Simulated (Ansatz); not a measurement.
# Lanthanum, diamond: HSE06 after PBE

How do the levels change when part of the exchange is made exact, and what does it cost? Spin polarisation is left out. The geometry was relaxed under PBE beforehand and is kept. Exact exchange is dear, so the k-mesh is coarse, and PBE is run on the same mesh for comparison.

Computed with Ansatz 0.2.0 (DFT, plane waves (420 eV) with PBE-made PAW files, scalar-relativistic; functionals as named at each step, unless a step says otherwise).

### Step 1. The structure to begin with

It takes space group Fd-3m (No. 227, cubic). The conventional cell has a = 6.687 Å, b = 6.687 Å, c = 6.687 Å, α = 90.00°, β = 90.00°, γ = 90.00°. La (site symmetry -43m) has 4 La at 2.90 Å as nearest neighbours.

Structure file:

```
La
1.0
     0.00000    3.34351    3.34351
     3.34351    0.00000    3.34351
     3.34351    3.34351    0.00000
La
2
Direct
  0.12500 0.12500 0.12500
  0.87500 0.87500 0.87500
```

### Step 2. PBE on the coarse mesh

The run with PBE.

Input file input.yaml:

```yaml
crystal:
  lattice:
    - [0.0, 3.343507088, 3.343507088]
    - [3.343507088, 0.0, 3.343507088]
    - [3.343507088, 3.343507088, 0.0]
  atoms:
    - { symbol: La, position: [0.125, 0.125, 0.125] }
    - { symbol: La, position: [0.875, 0.875, 0.875] }
hamiltonian:
  xc: pbe
  pseudopotentials:
    kind: paw
    azcp:
      La: "pseudopotentials/La.paw.azcp"
basis:
  ecutwfc: 420
  fft_grid_basis: typed
kpoints:
  mp_grid: { grid: [4, 4, 4], shift: [0, 0, 0] }
magnetization:
  spin_polarized: false
scf:
  occupations: { method: fermi_dirac, width: 0.1 }
```

Started as:

```console
$ ansatz run input.yaml --threads 4 --pin off --max-ram 8192MiB --backend cpu --events-out ev --progress --plain --runs-dir out
```

### Step 3. HSE06 on the coarse mesh

The run with HSE06.

Changes to input.yaml since step 2:

```diff
@@ -9,3 +9,3 @@
 hamiltonian:
-  xc: pbe
+  xc: hse06
   pseudopotentials:
```

(Steps that only read results are left out.)

**Question.** What will these runs give? Wanted: PBE: gap; HSE06: gap; HSE06: relative to dhcp.

As calculated:

| quantity | value |
| --- | --- |
| PBE: gap | none (levels filled in part) |
| HSE06: gap | none (levels filled in part) |
| HSE06: SCF cycles, exchange loops | 20, 2 |
| HSE06: CPU time over that of PBE | 20 |
| HSE06: relative to dhcp | +1066 meV/atom |

Neither PBE nor HSE06 shows a clean gap on this mesh. HSE06 cost 20 times the CPU time of PBE. The exchange operator of HSE06 was renewed in 2 outer loops. The dense-mesh value adds +13.9 meV/atom, the change that PBE shows between the coarse mesh and its own dense run (not shown). Under HSE06 it lies 1066 meV/atom above dhcp (computed apart in the same way); on such meshes a few tens of meV are uncertain for metals. Absolute energies differ from functional to functional, by eV per atom at times, and say nothing by themselves.
